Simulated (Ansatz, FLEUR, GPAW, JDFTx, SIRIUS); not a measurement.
## Fitting the PBEsol energy curve of BAs

It takes space group F-43m (No. 216, cubic). The conventional cell has a = 4.777 Å, b = 4.777 Å, c = 4.777 Å, α = 90.00°, β = 90.00°, γ = 90.00°. Around As (site symmetry -43m) lie 4 B at 2.07 Å. Around B (site symmetry -43m) lie 4 As at 2.07 Å.

The cell was scaled at fixed shape and fractions and run with SIRIUS, all-electron FP-LAPW, apw+lo standard; PBEsol, k mesh 10 × 10 × 10 on the cell of 2 atoms, fermi-dirac occupations of 0.05 eV, no spin polarisation, no spin-orbit coupling. Energies are those that the program minimises, any entropy of the smearing included.

| V (Å³/atom) | energy over the lowest row (meV/atom) |
| --- | --- |
| 12.8087 | 19.084 |
| 13.0812 | 7.251 |
| 13.3537 | ? |
| 13.6262 | 0.000 |
| 13.8988 | 3.647 |
| 14.1713 | 11.516 |
| 14.4438 | 23.197 |

**Question.** Fit the third-order Birch-Murnaghan form, give V0, B0 and B′, and predict the energy left open.

**Answer.** With y = (V0/V)^(2/3), E = E0 + (9 V0 B0/16) [(y - 1)³ B′ + (y - 1)² (6 - 4y)]. Least squares through the rows shown give V0 = 13.5473 Å³/atom, E0 = -0.182 meV, B0 = 140.1 GPa (1 eV/Å³ = 160.218 GPa) and B′ = 3.84, with a largest miss of 0.017 meV. At V = 13.3537 the form with these constants gives 1.056 meV; the run gave 0.993 meV an atom. Other set-ups at this level, from all their volumes (Å³/atom, GPa): FLEUR, all-electron, FLAPW: V0 13.545, B0 140.3; GPAW, PAW data sets generated for this functional: V0 13.610, B0 141.3; JDFTx, PseudoDojo-SR-PBEsol-0.4.1-standard: V0 13.557, B0 140.2; Ansatz, all-electron LAPW, scalar-relativistic: V0 13.545, B0 140.3. Measured volume: 13.62 Å³/atom at 300 K (arxiv:1906.04101), so the fit lies -0.5 % from it. Measured modulus: 148 GPa (arxiv:1911.11281, doi:10.1063/1.5116025), so the fit lies -5.3 % from it. The runs are for a static lattice.
